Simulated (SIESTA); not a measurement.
Runs of SIESTA 5.4.2 on MgS (Niningerite). It takes space group Fm-3m (No. 225, cubic). The conventional cell has a = 5.203 Å, b = 5.203 Å, c = 5.203 Å, α = 90.00°, β = 90.00°, γ = 90.00°. Around S (site symmetry m-3m) lie 6 Mg at 2.60 Å. Around Mg (site symmetry m-3m) lie 6 S at 2.60 Å. 

```csv
task,level,potentials or basis,cell,k mesh,optimiser,force tolerance,stress tolerance (GPa),MPI ranks,density-matrix tolerance,energy shift,gap on the mesh (eV),pressure (GPa)
band structure,BLYP,"PseudoDojo 0.4 standard (PBE files), DZP (energy shift 0.003 Ry; two zetas on semicore shells)",as given,9 × 9 × 9,-,-,-,-,-,0.003 Ry,(a),6.4
band structure,PBE,"PseudoDojo 0.4 standard (PBE files), DZP (energy shift 0.003 Ry; two zetas on semicore shells)",as given,9 × 9 × 9,-,-,-,-,-,0.003 Ry,2.85,3.4
band structure,AM05,"PseudoDojo 0.4 standard (PBEsol files), DZP (energy shift 0.003 Ry; two zetas on semicore shells)",as given,9 × 9 × 9,-,-,-,-,-,0.003 Ry,2.81,1.6
relaxation of cell and atoms,PBE,"PseudoDojo 0.4 standard (PBE files), DZP (energy shift 0.01 Ry)",relaxed,9 × 9 × 9,Broyden,0.01 eV/Å,0.05,4,-,0.01 Ry,2.80,0.0
single point,PBEsol,"PseudoDojo 0.4 standard (PBEsol files), DZP (energy shift 0.003 Ry; two zetas on semicore shells)",as given,9 × 9 × 9,-,-,-,-,-,0.003 Ry,2.78,1.2
single point,PBEsol,"PseudoDojo 0.4 standard (PBEsol files), DZP (energy shift 0.003 Ry; two zetas on semicore shells)","atoms moved at random, drawn with an rms of 0.05 Å",9 × 9 × 9,-,-,-,-,-,0.003 Ry,2.78,1.5
band structure,vdW-DF-cx,"PseudoDojo 0.4 standard (PBE files), DZP (energy shift 0.003 Ry; two zetas on semicore shells)",as given,9 × 9 × 9,-,-,-,-,-,0.003 Ry,(b),2.6
```

Alike in all rows: no spin polarisation; smearing fermi-dirac 0.05 eV; grid cutoff 800 Ry.

Question: Fill in the values left out.

Answer: (a) 2.88; (b) 2.96.

Caveats: the basis of atomic orbitals isn't converged, which shifts pressures, moduli and gaps; the mesh misses the band edges, which the band path finds closer together (some runs); the potentials were made for another functional, which shifts forces and pressure (some runs); an odd mesh through Γ misses points on the zone boundary, where band edges often lie (some runs); semicore shells carry a single zeta, which can move pressures by several GPa and volumes by a few percent (some runs).
